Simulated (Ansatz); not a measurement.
RuO$_{2}$:
```
RuO2
1.0
    4.46662     0.00000     0.00000
    0.00000     4.46662     0.00000
    0.00000     0.00000     3.09313
Ru O
2 4
Direct
  0.50000   0.50000   0.50000
  0.00000   0.00000   0.00000
  0.80613   0.19387   0.50000
  0.19387   0.80613   0.50000
  0.30613   0.30613   0.00000
  0.69387   0.69387   0.00000
```

This is the PBEsol-relaxed structure.

Q: All from DFT-PBEsol in the program Ansatz with PAW potentials, unless another level is named. Give the electronic character.

A: metallic (no gap).

Q: What about the density of states at the Fermi level?

A: 0.58 states/eV per atom (mean over ±0.08 eV).

Q: Predict the formation energy from the elements (no fitted shifts).

A: -1062 meV/atom.

Space group P4_2/mnm (rutile). Symmetry was held in the PBEsol relaxation. The run is not spin-polarised. The references are the lowest solids computed at this level, not always the standard phases (solids in place of the gases). Scalar-relativistic: spin–orbit coupling is off unless named, which matters more the heavier the elements.

Potentials: the earlier of the program's two PAW sets. The files were generated under PBE; for other functionals the program regenerates the frozen cores, and for LDA and PBEsol the local potential too.
